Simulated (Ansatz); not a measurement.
# Sn (Fd-3m) in Ansatz: a series of runs, part 2 of 2

Ansatz 0.2.0. The steps go on from the part before.

## (4) Relaxation of cell and atoms, B3LYP

File input.yaml:

```yaml
crystal:
  lattice:
    - [0.0, 3.2333428, 3.2333428]
    - [3.2333428, 0.0, 3.2333428]
    - [3.2333428, 3.2333428, 0.0]
  atoms:
    - { symbol: Sn, position: [0.75, 0.75, 0.75] }
    - { symbol: Sn, position: [0.5, 0.5, 0.5] }
hamiltonian:
  xc: b3lyp
  pseudopotentials: { kind: paw }
kpoints:
  mp_grid: { grid: [4, 4, 4] }
scf:
  occupations: { method: fermi_dirac, width: 0.05 }
output:
  forces: true
  stress: true
relax:
  f_tol: 0.01
  max_steps: 40
  cell: { stress_tol: 0.05 }
```

Potentials or basis: Ansatz PAW.

Command:

```sh
$ ansatz run input.yaml --threads 2 --pin off --max-ram 5632MiB --backend cpu --events-out ev --progress --plain --runs-dir out
```

Output:

```text
Warning: RAYON_NUM_THREADS=2 ignored (pool sized by the plan → 2); use --threads N
Engine: ansatz 0.2.0, x86_64-unknown-linux-gnu
Pseudopotentials: kind: paw
Pseudopotential: Sn, paw, valence charge 14, recommended cutoff 420 eV (normal), Sn.paw.azcp
Functional definition: B3LYP
  parameter a0 = 0.2
  parameter ax = 0.72
  parameter ac = 0.81
  exchange = (1 - a0 - ax)*slater_x + ax*b88_x + a0*exact_x
  correlation = (1 - ac)*vwn_rpa_c + ac*lyp_c
Crystal: 2 atoms, lattice volume = 67.606 Å³
Basis set: ecut = 420 eV, 1363 PW (Γ), exchange–correlation on 64×64×64 points (8 copies of the dense FFT grid, shifted against one another)
Bands: 18, of which v1, the nominal top of the filled ones, is band 14 counted from 1 (13 counted from 0)
Symmetry: 48 space group operations
Space group: Fd-3m (ITA 227), of the structure as read, at distance tolerance 4.1e-5 Å
k-points: 8 of 64
Non-local potential: Sn, projectors of the file, l = 0: 2, l = 1: 2, l = 2: 2, l = 3: 2
PAW form: soft (Blöchl's): semilocal exchange-correlation on the pseudo side does not see the compensation charge
PAW frozen core: Sn, regenerated for the run's functional, and the local potential with it (the file was generated under x = pbe(κ = 0.804, μ = 0.2195149727645171), c = pbe(β = 0.06672455060314922))
PAW one-centre angular grid: Sn, 590 points (default); XC on 64 Gauss nodes
Initial density: superposition of atomic densities (neutral atoms: chi_scale 0, normalization atom), corrected by the library's trained network
Initial wavefunctions: pseudopotential atomic-orbital guess
[... 215 lines left out ...]
  E_vpaw       = -667.410164  (= ΣTr[D̂ρ^β])
  E_aug_tail   = -0.000001  (compensation charges beyond the density's cutoff)
  E_ewald      = -2269.640214
  E_core_change = 0.252165  (= ΣΔE_core)
  E_smearing   = -0.003022  (= −TS)
  E_closure    = -0.000000  (closes the sum)
  Σ components = -12077.225964   (vs F -12077.225964, Δ=0.00e0)
--- Forces (eV/Å), atoms counted from 1 ---
  atom   1  Sn     0.00000000     0.00000000     0.00000000
  atom   2  Sn    -0.00000000    -0.00000000    -0.00000000
  max |Σ_I F_I| component: 6.01e-17 eV/Å
--- Stress (GPa, compression-positive) ---
       -0.022660      -0.000000       0.000000
       -0.000000      -0.022660      -0.000000
        0.000000      -0.000000      -0.022660
  P = ⅓ Tr σ = -0.0227 GPa (-0.227 kbar)
--- Band table (eV; the first three rows and the last of 8) ---
  k-point 0: bands = ["-16.8431", "-16.8431", "-16.8431", "-16.7937", "-16.7937", "-16.5469", "-16.5469", "-16.5469", "-16.5404", "-16.5404", "-4.5256", "5.4230", "6.6724", "6.6724", "6.6724", "9.5385"]
  k-point 1: bands = ["-16.8640", "-16.8640", "-16.8325", "-16.7620", "-16.7620", "-16.5823", "-16.5823", "-16.5591", "-16.5118", "-16.5118", "-3.9515", "2.1446", "5.8537", "5.8537", "7.3985", "10.4147"]
  k-point 2: bands = ["-16.8732", "-16.8732", "-16.8214", "-16.7450", "-16.7450", "-16.5949", "-16.5949", "-16.5720", "-16.5030", "-16.5030", "-2.9570", "-0.0860", "5.3802", "5.3802", "7.0723", "10.6670"]
  k-point 7: bands = ["-16.8994", "-16.8994", "-16.7288", "-16.7288", "-16.6724", "-16.6724", "-16.6375", "-16.6375", "-16.4724", "-16.4724", "-1.4265", "-1.4265", "3.6018", "3.6018", "10.6301", "10.6301"]
  guard bands above this table: 2 of the run's 18 bands. The solve was not asked for them (output.publish_guard_bands: true or output.eigenvalues: true publishes all)
--- Relaxed structure (4 steps of the walk, 4 accepted, 1 SCFs on fresh bases) ---
  F+E_penalty+E_count = -12077.22596369 eV   max|allowed force component| = 7.980e-17 eV/Å   (the final SCF, on the basis selected at the relaxed cell)
  cell:  # Å, volume = 75.1423 Å³
    - [2.4073034077513923e-33, 3.349280735514707, 3.349280735514707]
    - [3.349280735514707, 3.1084368178580844e-33, 3.349280735514707]
    - [3.349280735514707, 3.349280735514707, 1.719688061102262e-33]
  atoms:
    - { symbol: Sn, position: [0.7500000000000001, 0.7500000000000001, 0.7500000000000001] }
    - { symbol: Sn, position: [0.49999999999999994, 0.49999999999999994, 0.49999999999999994] }
```

Run time: 2.3 min. Hardware: 2 threads of Intel Xeon at 2.50GHz (Skylake/Cascade Lake), shared host; peak memory 0.8 GiB.

What came out:

```
Free energy                            : -12077.2260 eV
Relaxed volume                         : 37.57 Å³/atom
Relaxed cell                           : a = 4.737 Å, b = 4.737 Å, c = 4.737 Å, α = 60.00°, β = 60.00°, γ = 60.00°
Space group after relaxing (to 0.05 Å) : Fd-3m (No. 227)
Energy gained by relaxing              : 51.4 meV/atom
Ionic steps                            : 5
Pressure after relaxing                : 0.0 GPa
Band gap on the k mesh                 : none (metal or under the smearing width)
```

The path:
```
step  energy change (eV)  largest force (eV/Å)  volume (Å³)
   1              0.0000                0.0000        67.61
   2             -0.0899                0.0000        77.98
   3             -0.1011                0.0000        75.67
   4             -0.1017                0.0000        75.14
   5             -0.1027                0.0000        75.14
```

Final structure:
```cif
data_structure
_symmetry_space_group_name_H-M 'P 1'
_symmetry_Int_Tables_number 1
_cell_length_a 4.7366
_cell_length_b 4.7366
_cell_length_c 4.7366
_cell_angle_alpha 60.000
_cell_angle_beta 60.000
_cell_angle_gamma 60.000
_cell_volume 75.14
loop_
_atom_site_label
_atom_site_type_symbol
_atom_site_fract_x
_atom_site_fract_y
_atom_site_fract_z
_atom_site_occupancy
Sn1 Sn 0.75000 0.75000 0.75000 1
Sn2 Sn 0.50000 0.50000 0.50000 1
```

Levels at points of the mesh, in eV from the Fermi level:
```tsv
k point	band 11	band 12	band 13	band 14	band 15	band 16
(0.00, 0.00, 0.00)	-11.23	-1.28	-0.03	-0.03	-0.03	2.83
(0.00, 0.00, -0.50)	-9.66	-6.79	-1.33	-1.33	0.37	3.96
(0.00, -0.50, -0.50)	-8.18	-8.18	-2.61	-2.61	1.58	1.58
```

Caveat: the k mesh is coarse (spacing up to 0.42 Å⁻¹), so the values aren't converged, least of all with exact exchange; the plane-wave basis is chosen anew once the cell has moved, so the energies of steps on either side of that aren't comparable; the volume moved by +11 % from the deposited cell, more than functionals usually miss; the PAW data sets come from PBE, with cores solved anew for the run's functional, which leaves a small shift of forces and pressure.
